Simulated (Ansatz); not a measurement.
## CoO under changes of volume

One of the cells (9.584 Å³/atom); the others are scaled copies at fixed shape and fractional positions:

```
Co O
1.0
    -1.50800    1.50800    2.10725
     1.50800   -1.50800    2.10725
     1.50800    1.50800   -2.10725
Co O
1 1
Direct
  0.00000 0.00000 0.00000
  0.50000 0.50000 0.00000
```

| Item | Value |
| --- | --- |
| Program | Ansatz 0.2.0 |
| Functional | LDA |
| Potentials or basis | Ansatz PAW |
| Cutoff | 420 eV (not typed: the program's choice for these potentials) |
| k mesh | 12 × 12 × 12 |
| Occupations | fermi-dirac, width 0.05 eV |
| Spin | collinear spin, ferromagnetic start |
| Starting moments | [2.0, 0.0] μB |

```tsv
volume (Å³/atom)	energy over the lowest point (meV/atom)	pressure (GPa)	moment (μB per cell)
9.009	0.00	-10.5	2.51
9.201	?	?	?
9.392	31.70	-15.4	2.77
9.584	51.40	-17.8	2.86
9.776	74.05	-20.2	2.92
9.967	99.64	-22.5	2.95
10.159	127.93	-24.7	2.98
```

**Question.** What does the run at 9.201 Å³/atom give?

**Answer.** Energy over the lowest point 14.50 meV/atom; pressure -13.2 GPa; moment 2.64 μB per cell.

Worked out: A Birch-Murnaghan fit of order 3 (a polynomial in V^(-2/3)) to the other rows has no minimum within the range. It gives 14.60 meV/atom at 9.201 Å³/atom, against the run's 14.50, and -dE/dV = -13.2 GPa, against -13.2. A parabola through the other rows of the moment, of slope 0.665 μB per Å³/atom there, gives 2.65 μB, against the run's 2.64.

Energies are extrapolated to zero smearing.

Caveats: a cell with one magnetic atom can't hold antiferromagnetic order, which such compounds often take; the PAW data sets come from PBE, with cores solved anew for the run's functional, which leaves a small shift of forces and pressure.
